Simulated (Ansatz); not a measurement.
Te2Mo:

```
CELL_PARAMETERS angstrom
3.51820 0.00000 0.00000
-1.75910 3.04685 0.00000
0.00000 0.00000 13.97360
ATOMIC_POSITIONS crystal
Te 0.66667 0.33333 0.37900
Te 0.33333 0.66667 0.87900
Te 0.66667 0.33333 0.12100
Te 0.33333 0.66667 0.62100
Mo 0.66667 0.33333 0.75000
Mo 0.33333 0.66667 0.25000
```

* Program: Ansatz 0.2.0
* Task: relaxation of cell and atoms
* Functional: revPBE
* Potentials or basis: Ansatz PAW
* Cutoff: 420 eV (not typed: the program's choice for these potentials)
* k mesh: 7 × 7 × 2
* Occupations: fermi-dirac, width 0.05 eV
* Spin: no spin polarisation

At the start: volume 24.96 Å³/atom.

Task: How do energy, volume and symmetry change on relaxing?

Result: It ends after 27 steps and the volume is 38.98 Å³/atom (+56.1 %); space group P6_3/mmc (No. 194, to 0.05 Å).

The path:
| step | energy change (eV) | largest force (eV/Å) | volume (Å³) |
| --- | --- | --- | --- |
| 1 | 0.0000 | 0.2347 | 149.79 |
| 2 | -0.0690 | 0.4001 | 170.98 |
| 3 | -0.1864 | 0.0424 | 168.14 |
| 4 | -0.2129 | 0.0538 | 170.78 |
| 5 | -0.2263 | 0.0791 | 175.89 |
| 6 | -0.2302 | 0.0118 | 179.50 |
| 7 | -0.2305 | 0.0026 | 179.56 |
| 8 | -0.2500 | 0.0023 | 179.56 |
| 9 | -0.2622 | 0.0119 | 184.02 |
| 10 | -0.2754 | 0.0894 | 191.78 |
| 11 | -0.2837 | 0.0023 | 199.36 |
| 12 | -0.2832 | 0.0380 | 202.66 |
| 13 | -0.2838 | 0.0007 | 201.57 |
| 14 | -0.2906 | 0.0005 | 201.57 |
| 15 | -0.2933 | 0.0017 | 206.40 |
| 16 | -0.2948 | 0.0522 | 214.09 |
| 17 | -0.2951 | 0.0306 | 217.94 |
| 18 | -0.2948 | 0.0108 | 220.65 |
| 19 | -0.2952 | 0.0050 | 219.40 |
| 20 | -0.2951 | 0.0057 | 219.79 |
| 21 | -0.2982 | 0.0054 | 219.79 |
| 22 | -0.2982 | 0.0003 | 220.80 |
| 23 | -0.2976 | 0.0226 | 228.36 |
| 24 | -0.2975 | 0.0161 | 230.49 |
| 25 | -0.2972 | 0.0005 | 233.03 |
| 26 | -0.2971 | 0.0008 | 233.88 |
| 27 | -0.2989 | 0.0010 | 233.88 |

Final structure:
```
CELL_PARAMETERS angstrom
3.58110 0.00000 0.00000
-1.79055 3.10132 0.00000
0.00000 0.00000 21.05836
ATOMIC_POSITIONS crystal
Te 0.66667 0.33333 0.33585
Te 0.33333 0.66667 0.83585
Te 0.66667 0.33333 0.16415
Te 0.33333 0.66667 0.66415
Mo 0.66667 0.33333 0.75000
Mo 0.33333 0.66667 0.25000
```

Caveat: the volume moved by over 15 % at a fixed basis, so the end points are rough; the plane-wave basis is chosen anew once the cell has moved, so the energies of steps on either side of that aren't comparable; this functional lacks dispersion, which binds the layers, so the pressure and a relaxed spacing across them are unreliable, and here the layers came unbound; the PAW data sets come from PBE, with cores solved anew for the run's functional, which leaves a small shift of forces and pressure.
